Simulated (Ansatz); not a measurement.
**C7H10: one species, many methods**

Aim: compute C7H10 with functionals from several rungs and with coupled cluster. The yardstick is the atomisation energy at the CCSD(T) limit.

Method: functionals in def2-TZVPP, the program's frozen cores in correlated methods; program: Ansatz 0.2.0, Gaussian basis.

Plan: LDA (SPW92), PBE-D4, revPBE-D4, BLYP-D4, r2SCAN-D4, B97M-V, PBE0-D4, B3LYP-D4, r2SCANh-D4, r2SCAN0-D4, HSE06-D4, BHLYP-D4, CAM-B3LYP-D4, LC-ωPBE, ωB97X-V, ωB97M-V, B2PLYP, PBE-QIDH; CCSD(T)/def2-SVP; CCSD(T)/def2-TZVPP; MP2/def2-QZVPP; extrapolation to the limit; RPA on PBE.

### 1 Structure used throughout

All runs share one geometry, relaxed beforehand with PBE0-D4 in a triple-zeta def2 set.

SMILES `C1=C[C@H]2CC[C@@H]1C2`, 17 atoms, charge 0, spin multiplicity 1.

Atoms are counted from 1 here; the program's logs count them from 0.

Bond lengths: C1–C2 1.333 Å, C1–C6 1.510 Å, C1–H8 1.083 Å, C2–C3 1.510 Å, C2–H9 1.083 Å, C3–C4 1.554 Å, C3–C7 1.534 Å, C3–H10 1.089 Å, C4–C5 1.547 Å, C4–H11 1.093 Å, C4–H12 1.091 Å, C5–C6 1.554 Å, C5–H13 1.093 Å, C5–H14 1.091 Å, C6–C7 1.534 Å, C6–H15 1.089 Å, C7–H16 1.091 Å, C7–H17 1.094 Å. Angles: C2–C1–C6 107.5°, C2–C1–H8 127.1°, C6–C1–H8 124.9°, C1–C2–C3 107.5°, C1–C2–H9 127.1°, C3–C2–H9 124.9°, C2–C3–C4 105.8°, C2–C3–C7 100.3°, C2–C3–H10 116.4°, C4–C3–C7 100.4°, C4–C3–H10 114.5°, C7–C3–H10 117.3°, C3–C4–C5 102.9°, C3–C4–H11 110.3°, C3–C4–H12 111.8°, C5–C4–H11 111.2°, C5–C4–H12 113.0°, H11–C4–H12 107.7° and more.

### 2 LDA

This LDA is Slater exchange with PW92 correlation.

File in.yaml:

```yaml
crystal:
  periodic: [false, false, false]
  atoms:
    - {symbol: C, position_ang: [-1.210940, -0.676765, 0.829744]}
    - {symbol: C, position_ang: [-0.003593, -1.153978, 1.131306]}
    - {symbol: C, position_ang: [1.016910, -0.192871, 0.569938]}
    - {symbol: C, position_ang: [0.952823, -0.363113, -0.973472]}
    - {symbol: C, position_ang: [-0.448264, 0.190894, -1.323439]}
    - {symbol: C, position_ang: [-1.011593, 0.609037, 0.063313]}
    - {symbol: C, position_ang: [0.264431, 1.133498, 0.732990]}
    - {symbol: H, position_ang: [-2.164319, -1.168251, 0.978961]}
    - {symbol: H, position_ang: [0.227719, -2.113699, 1.576432]}
    - {symbol: H, position_ang: [2.020622, -0.253263, 0.989149]}
    - {symbol: H, position_ang: [1.740830, 0.222804, -1.453111]}
    - {symbol: H, position_ang: [1.085729, -1.403827, -1.272206]}
    - {symbol: H, position_ang: [-0.376539, 1.060164, -1.981874]}
    - {symbol: H, position_ang: [-1.086274, -0.544916, -1.814882]}
    - {symbol: H, position_ang: [-1.866113, 1.283280, 0.018438]}
    - {symbol: H, position_ang: [0.111791, 1.407944, 1.778225]}
    - {symbol: H, position_ang: [0.727780, 1.962863, 0.190588]}
basis:
  gaussian: {orbitals: def2-TZVPP}
hamiltonian: {xc: lda}
output: {orbitals: {seedname: orbitals}}
```

Command:

```console
$ ansatz run in.yaml --threads 2 --pin off --events-out ev --progress --plain --max-ram 22528MiB --backend cuda --devices 0, --max-vram 18GiB
```

Further steps of the session: PBE-D4 (GGA); revPBE-D4 (GGA); BLYP-D4 (GGA); r2SCAN-D4 (meta-GGA); B97M-V (meta-GGA); B3LYP-D4 (hybrid); r2SCANh-D4 (hybrid); r2SCAN0-D4 (hybrid); HSE06-D4 (hybrid); BHLYP-D4 (hybrid); CAM-B3LYP-D4 (range-separated); LC-ωPBE (range-separated); ωB97X-V (range-separated); ωB97M-V (range-separated); B2PLYP (double hybrid); PBE-QIDH (double hybrid); CCSD(T) in def2-SVP; CCSD(T) in def2-TZVPP; MP2 in def2-QZVPP; RPA on PBE orbitals.

Q: Predict the results of all the runs planned. Wanted: atomisation energy, CCSD(T)/CBS; farthest beyond LDA; mean size of error, GGA; mean size of error, meta-GGA; mean size of error, hybrid; mean size of error, range-separated; mean size of error, double hybrid; gap, smallest and largest; T1 diagnostic.

As calculated:

| quantity | value |
| --- | --- |
| atomisation energy, CCSD(T)/CBS | 7408.2 kJ/mol |
| functionals within 37.0 kJ/mol (0.5 %) | r2SCAN-D4, B97M-V, B3LYP-D4, r2SCANh-D4, CAM-B3LYP-D4, ωB97X-V, ωB97M-V |
| farthest beyond LDA | PBE-D4 (+208.0 kJ/mol) |
| mean size of error, GGA | 97.2 kJ/mol |
| mean size of error, meta-GGA | 27.1 kJ/mol |
| mean size of error, hybrid | 77.2 kJ/mol |
| mean size of error, range-separated | 30.6 kJ/mol |
| mean size of error, double hybrid | 59.8 kJ/mol |
| gap, smallest and largest | 5.07 eV (LDA (SPW92)), 12.25 eV (LC-ωPBE) |
| T1 diagnostic | 0.0098 |
| triples share of the correlation energy | 4.5 % |

In words: The LDA atomisation energy is off by 1090.7 kJ/mol (15 %): it overbinds. PBE-D4 misses by +208.0 kJ/mol. Double hybrids carry the basis error of their MP2 part in triple zeta, and no dispersion term here, so their miss is partly the set-up's. The rungs meta-GGA, range-separated miss on average by less than the doubt on the reference (37.0 kJ/mol), so they tie. The reference freezes the cores and leaves out relativity and excitations past (T), so misses under about 37.0 kJ/mol can't be ranked. Hartree-Fock recovers 75 % of the binding; the rest is correlation. CCSD(T) in def2-SVP is off by -243.1 kJ/mol, more than most functionals: a good method in a small basis is no reference. The gap grows from 5.1 to 12.2 eV across the functionals, mostly with the share of exact exchange.
